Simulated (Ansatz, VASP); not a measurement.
# One calculation of HgTe, two programs

INCAR

```
PREC = Accurate
ENCUT = 520
EDIFF = 1E-7
ISMEAR = 0
SIGMA = 0.013000000000000001
LREAL = False
LASPH = True
NELM = 80
ALGO = Normal
ISIF = 2
LWAVE = False
LCHARG = True
GGA = PE
LELF = True
LVHAR = True
NBANDS = 16
```

KPOINTS

```
Automatic mesh
0
Gamma
  7 7 7
```

The input POSCAR:

```
HgTe
1.0
    0.0000000000      3.1800000000      3.1800000000
    3.1800000000      0.0000000000      3.1800000000
    3.1800000000      3.1800000000      0.0000000000
Hg Te
1 1
Direct
    0.0000000000      0.0000000000      0.0000000000
    0.5000000000      0.5000000000      0.5000000000
```

input.yaml

```yaml
crystal:
  lattice:
    - [0.0, 3.18, 3.18]
    - [3.18, 0.0, 3.18]
    - [3.18, 3.18, 0.0]
  atoms:
    - { symbol: Hg, position: [0.0, 0.0, 0.0] }
    - { symbol: Te, position: [0.5, 0.5, 0.5] }
hamiltonian:
  xc: pbe
  pseudopotentials: { kind: paw }
kpoints:
  mp_grid: { grid: [7, 7, 7] }
scf:
  occupations: { method: gaussian, width: 0.013 }
output:
  forces: true
  stress: true
  eigenvalues: true
```

Measurements of this composition are mostly on another form, of space group No. 216.

Alike in both runs: task single point; functional PBE; k mesh 7 × 7 × 7; occupations gaussian, width 0.013 eV; no spin polarisation.

|  | VASP | Ansatz |
| --- | --- | --- |
| version | VASP 6.6.1 | Ansatz 0.2.0 |
| potentials or method | VASP PAW PBE potentials, release 64 (Hg, Te) | Ansatz PAW |
| plane-wave cutoff (eV) | 520 | 420 |
| valence electrons in the cell | 18 | 36 |

|  | VASP | Ansatz | Ansatz less VASP |
| --- | --- | --- | --- |
| gap on the k mesh at the Fermi level (eV) | none | none | - |
| pressure (GPa) | -3.7 | -3.8 | -0.06 |

A gap of «none» marks a metal or a gap that the smearing closes. With one functional, cell and mesh, what is left measures potentials, basis and numerics. The two sets of potentials don't hold the same shells in valence.

The runs have no spin-orbit coupling, so splittings on Hg, Te are missing.
